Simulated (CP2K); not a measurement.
Here is a CP2K 2026.2 calculation.

Contents of coo_bands.inp:

```
&GLOBAL
  PROJECT coo_bands
  RUN_TYPE ENERGY_FORCE
  PRINT_LEVEL LOW
&END GLOBAL
&FORCE_EVAL
  METHOD QS
  STRESS_TENSOR ANALYTICAL
  &DFT
    BASIS_SET_FILE_NAME BASIS_MOLOPT_UZH
    POTENTIAL_FILE_NAME GTH_POTENTIALS
    UKS T
    MULTIPLICITY 4
    &MGRID
      CUTOFF 850
      REL_CUTOFF 60
      NGRIDS 5
    &END MGRID
    &QS
      METHOD GPW
      EPS_DEFAULT 1.0E-10
    &END QS
    &KPOINTS
      SCHEME MONKHORST-PACK 11 11 11
      GAMMA_CENTERED T
      SYMMETRY T
      SYMMETRY_BACKEND SPGLIB
    &END KPOINTS
    &SCF
      SCF_GUESS ATOMIC
      EPS_SCF 1.0E-6
      MAX_SCF 150
      ADDED_MOS 13 16
      CHOLESKY OFF
      EPS_EIGVAL 1.0E-7
      &DIAGONALIZATION ON
        ALGORITHM STANDARD
      &END DIAGONALIZATION
      &MIXING ON
        METHOD PULAY_MIXING
        ALPHA 0.4
        BETA 1.5
        NBUFFER 6
      &END MIXING
      &SMEAR ON
        METHOD FERMI_DIRAC
        ELECTRONIC_TEMPERATURE [K] 580.226
      &END SMEAR
    &END SCF
    &XC
      &XC_FUNCTIONAL
        &LDA_X
        &END LDA_X
        &LDA_C_PW
        &END LDA_C_PW
      &END XC_FUNCTIONAL
    &END XC
    &PRINT
      &KPOINTS ON
      &END KPOINTS
      &MULLIKEN ON
      &END MULLIKEN
      &MO ON
        ENERGIES T
        OCCUPATION_NUMBERS T
        &EACH
          QS_SCF 0
        &END EACH
        ADD_LAST NUMERIC
      &END MO
      &BAND_STRUCTURE
        FILE_NAME bands.bs
        ADDED_MOS 2
        &KPOINT_SET
          UNITS B_VECTOR
          NPOINTS 8
          SPECIAL_POINT GAMMA 0.00000000 0.00000000 0.00000000
          SPECIAL_POINT X 0.50000000 0.00000000 0.50000000
          SPECIAL_POINT W 0.50000000 0.25000000 0.75000000
          SPECIAL_POINT K 0.37500000 0.37500000 0.75000000
          SPECIAL_POINT GAMMA 0.00000000 0.00000000 0.00000000
          SPECIAL_POINT L 0.50000000 0.50000000 0.50000000
          SPECIAL_POINT U 0.62500000 0.25000000 0.62500000
          SPECIAL_POINT W 0.50000000 0.25000000 0.75000000
          SPECIAL_POINT L 0.50000000 0.50000000 0.50000000
          SPECIAL_POINT K 0.37500000 0.37500000 0.75000000
        &END KPOINT_SET
        &KPOINT_SET
          UNITS B_VECTOR
          NPOINTS 8
          SPECIAL_POINT U 0.62500000 0.25000000 0.62500000
          SPECIAL_POINT X 0.50000000 0.00000000 0.50000000
        &END KPOINT_SET
      &END BAND_STRUCTURE
    &END PRINT
  &END DFT
  &SUBSYS
    &CELL
      ABC 3.0143962082 3.0143962082 3.0143962082
      ALPHA_BETA_GAMMA 60.0000000009 60.0000000003 60.0000000003
      PERIODIC XYZ
    &END CELL
    &COORD
      Co  0.0000000000 0.0000000000 0.0000000000
      O   3.0143962082 1.7403624623 1.2306220988
    &END COORD
    &KIND Co
      BASIS_SET TZVP-MOLOPT-PBE-GTH-q17
      POTENTIAL GTH-PADE-q17
      MAGNETIZATION 2.0
    &END KIND
    &KIND O
      BASIS_SET TZVP-MOLOPT-PBE-GTH-q6
      POTENTIAL GTH-PADE-q6
    &END KIND
    &PRINT
      &ATOMIC_COORDINATES ON
      &END ATOMIC_COORDINATES
      &CELL ON
      &END CELL
      &SYMMETRY ON
      &END SYMMETRY
    &END PRINT
  &END SUBSYS
  &PRINT
    &FORCES ON
    &END FORCES
    &STRESS_TENSOR ON
    &END STRESS_TENSOR
  &END PRINT
&END FORCE_EVAL
```

Potentials or basis: GTH_POTENTIALS Co GTH-PADE-q17, O GTH-PADE-q6; TZVP-MOLOPT-PBE-GTH basis.

The run is started by

```console
$ OMP_NUM_THREADS=1 cp2k.psmp -i coo_bands.inp -o coo_bands.out
```

(1) Estimate the Mulliken charges.

(2) What does it give for the pressure?

Results:

(1) Co +0.85; O -0.85 e.

(2) -18.8 GPa.

Caveat: the basis of atomic orbitals isn't converged, which shifts pressures, moduli and gaps; the total moment is fixed, so each spin has its own Fermi level; a cell with one magnetic atom can't hold antiferromagnetic order, which such compounds often take.
